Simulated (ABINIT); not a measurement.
HfN, 2 atoms in the cell. It takes space group Fm-3m (No. 225, cubic). Conventional cell: a = 4.512 Å, b = 4.512 Å, c = 4.512 Å, α = 90.00°, β = 90.00°, γ = 90.00°. Hf (site symmetry m-3m) is surrounded by 6 N at 2.26 Å. N (site symmetry m-3m) has 6 Hf at 2.26 Å as nearest neighbours. 

```yaml
Program: ABINIT 10.8.3 (patched build)
Task: equation of state
Functional: SCAN
Dispersion: D4
Potentials_or_basis: JTH PAW PBE v2.0
Cutoff: 653 eV
k_mesh: 5 × 5 × 5
Occupations: fermi-dirac, width 0.1 eV
Spin: no spin polarisation
Dispersion_computed_by: dftd4 4.3.1
Fine-grid_cutoff: 1251.72 eV
```

Potentials or basis: JTH PAW PBE v2.0.

Command:

```sh
$ python run.py
```

Hardware: 1 thread of Arm Neoverse V1, with other jobs on the host.

Estimate the wall time of this run.

It took 3.4 min on 1 thread of Arm Neoverse V1, with other jobs on the host, peak memory 0.13 GiB. Counts: scf iterations 85, mpi ranks 1.
